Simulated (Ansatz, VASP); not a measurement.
# KBr: VASP beside Ansatz

```
K Br
1.0
     0.00000    3.29250    3.29250
     3.29250    0.00000    3.29250
     3.29250    3.29250    0.00000
K Br
1 1
Direct
  0.04529 0.01001 0.99458
  0.50000 0.50000 0.50000
```

Change from the starting cell: one atom moved.

Alike in both runs: task single point; functional PBE; k mesh 6 × 6 × 6; occupations gaussian, width 0.02 eV; no spin polarisation.

|  | VASP | Ansatz |
| --- | --- | --- |
| version | VASP 6.6.1 | Ansatz 0.2.0 |
| potentials or method | VASP PAW PBE potentials, release 64 (K_sv, Br) | scalar-relativistic, plane waves, PAW |
| plane-wave cutoff (eV) | 520 | 420 |
| valence electrons in the cell | 16 | 16 |

Ansatz gave:

- gap on the k mesh at the Fermi level (eV): 4.47
- least direct gap on the mesh (eV): 4.47
- pressure (GPa): 1.1
- largest component of the traceless stress (GPa): 0.36
- rms of the force components (eV/Å): 0.172

Which values does VASP return?

gap on the k mesh at the Fermi level (eV): 4.47; least direct gap on the mesh (eV): 4.47; pressure (GPa): 1.2; largest component of the traceless stress (GPa): 0.36; rms of the force components (eV/Å): 0.175.

Atom by atom the forces differ by 0.003 eV/Å (rms over components). The functional is the same, so the differences come from potentials, cutoffs and numerics.
